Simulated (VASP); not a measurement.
A run of VASP 6.6.1:

File INCAR:

```
SYSTEM = C
PREC = Accurate
ENCUT = 520
EDIFF = 1E-7
ISMEAR = -1
SIGMA = 0.05
LREAL = .False.
LASPH = .True.
NELM = 80
ALGO = Normal
ISIF = 2
LWAVE = .False.
LCHARG = .False.
LDIPOL = .True.
IDIPOL = 3
DIPOL = 0.5 0.5 0.500
GGA = PE
IVDW = 263
IBRION = 2
NSW = 60
EDIFFG = -0.02
```

File KPOINTS:

```
Automatic mesh
0
Gamma
  9 9 1
  0 0 0
```

POSCAR

```
C
1.0
    2.4699988104      0.0000000000      0.0000000000
   -1.2349994052      2.1390817171      0.0000000000
    0.0000000000      0.0000000000     21.8239500000
C
6
Selective dynamics
Direct
    0.0000000000      0.0000000000      0.3436591451  F F F
    0.3333333333      0.6666666666      0.3452147755  F F F
    0.0000000000      0.0000000000      0.4992221848  T T T
    0.6666666667      0.3333333334      0.5007778152  T T T
    0.0000000000      0.0000000000      0.6547852245  T T T
    0.3333333333      0.6666666666      0.6563408549  T T T
```

Potentials or basis: VASP PAW PBE potentials, release 64 (C).

Command:

```bash
$ cat potpaw_PBE.64/C/POTCAR > POTCAR
$ mpirun -np 1 vasp_std > vasp.out
```

Hardware: 1 thread of Intel(R) Xeon(R) 6975P-C (Granite Rapids), on a shared host.

Q: Estimate the wall time of this run.

A: Wall time 82 s on 1 thread of Intel(R) Xeon(R) 6975P-C (Granite Rapids), on a shared host, peak memory 0.21 GiB. Counts: scf iterations 40, k points 12, ion steps 3.
